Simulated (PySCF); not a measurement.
# EPR parameters of aniline radical cation

Aniline radical cation, C6H7N (charge +1 and doublet state).
Geometry (PBE0-D3(BJ)/def2-SVP, Å), atoms numbered from 1 in this order:
```xyz
14
C6H7N angstrom
N      2.2364   -0.2028    0.0089
C      0.9143   -0.0829    0.0018
C      0.3124    1.2190    0.0030
C     -1.0557    1.3290   -0.0044
C     -1.8620    0.1690   -0.0132
C     -1.2778   -1.1172   -0.0144
C      0.0877   -1.2552   -0.0071
H      2.6844   -1.1159    0.0081
H      2.8444    0.6127    0.0151
H      0.9498    2.1067    0.0099
H     -1.5244    2.3151   -0.0036
H     -2.9501    0.2677   -0.0191
H     -1.9161   -2.0030   -0.0212
H      0.5552   -2.2429   -0.0080
```

The hyperfine couplings belong to this conformer and change with its torsions.

Identity: aniline radical cation, `Nc1ccccc1` [SMILES of the parent framework; charge +1 and doublet state].

Level of theory: PySCF, UKS B3LYP, IGLO-III on C N, pcH-1 on H, non-relativistic, mean-field spin-orbit, GIAO. Isolated species at its PBE0-D3(BJ)/def2-SVP geometry, gas phase. Stability of the SCF solution: not tested. No frequencies were computed at this geometry's level, so the symmetric structure isn't shown to be a minimum.

* g1, g2, g3: 2.00215, 2.00262, 2.00343
* g_iso: 2.00273
* Form of g: rhombic: the two nearest values differ by 36 % of g3 − g1
* ⟨S²⟩: 0.7701 (exact 0.7500)
* α and β electrons: 25, 24

Hyperfine couplings atom by atom, in MHz; T1 to T3 are the principal values of the dipolar part; ρ(0) is the spin density at the nucleus:

| atom | isotope | a_iso | T1 | T2 | T3 | Mulliken spin population | ρ(0) (bohr⁻³) |
| --- | --- | --- | --- | --- | --- | --- | --- |
| N1 | 14N | 14.4 | -17.1 | -17.0 | 34.1 | 0.35 | 0.0447 |
| C2 | 13C | -14.3 | -10.6 | -8.2 | 18.8 | 0.11 | -0.0128 |
| C3 | 13C | 13.6 | -17.1 | -15.8 | 32.8 | 0.20 | 0.0121 |
| C4 | 13C | -19.9 | -11.4 | 5.0 | 6.4 | -0.11 | -0.0177 |
| C5 | 13C | 31.9 | -32.9 | -31.2 | 64.1 | 0.42 | 0.0284 |
| C6 | 13C | -19.9 | -11.4 | 5.0 | 6.4 | -0.11 | -0.0177 |
| C7 | 13C | 13.6 | -17.1 | -15.8 | 32.9 | 0.20 | 0.0121 |
| H8 | 1H | -27.7 | -19.2 | -5.2 | 24.4 | -0.02 | -0.0062 |
| H9 | 1H | -27.8 | -19.2 | -5.1 | 24.4 | -0.02 | -0.0062 |
| H10 | 1H | -15.2 | -7.5 | -2.7 | 10.3 | -0.01 | -0.0034 |
| H11 | 1H | 4.3 | -2.8 | -0.6 | 3.4 | 0.00 | 0.0010 |
| H12 | 1H | -27.9 | -15.7 | -1.5 | 17.2 | -0.02 | -0.0063 |
| H13 | 1H | 4.3 | -2.8 | -0.6 | 3.4 | 0.00 | 0.0010 |
| H14 | 1H | -15.2 | -7.6 | -2.7 | 10.3 | -0.01 | -0.0034 |

Largest spin populations (Mulliken): C5 (+0.42), N1 (+0.35), C7 (+0.20) and C3 (+0.20). Four atoms exceed +0.15. The positive populations add up to 1.28 and the negative ones to -0.28, together 2S = 1.

Axes: g1 is normal to the molecular plane and g2 points within 1° of the C5–H12 bond.

Under fast tumbling the dipolar parts average out, and these isotropic splittings remain: 1 × 1H (H12, I = 1/2, 2 lines) with 1.00 mT, 2 × 1H (H8/H9, I = 1/2, 3 lines) with 0.99 mT, 2 × 1H (H10/H14, I = 1/2, 3 lines) with 0.54 mT, 1 × 14N (N1, I = 1, 3 lines) with 0.51 mT and 2 × 1H (H11/H13, I = 1/2, 3 lines) with 0.15 mT.

The 13C coupling of C5 (31.9 MHz) shows only in satellite lines or after enrichment, since that isotope makes up about 1.07 % of natural carbon.

The spin density at the nucleus, in bohr⁻³, is negative for C4/C6 (-0.0177), C2 (-0.0128) and H12 (-0.0063), for instance. A restricted open-shell determinant has no negative spin density anywhere; here it arises because α and β orbitals differ (spin polarisation).

Hardware: an x86-64 server with one thread, no GPU (shared host). Cost: 43 s wall.
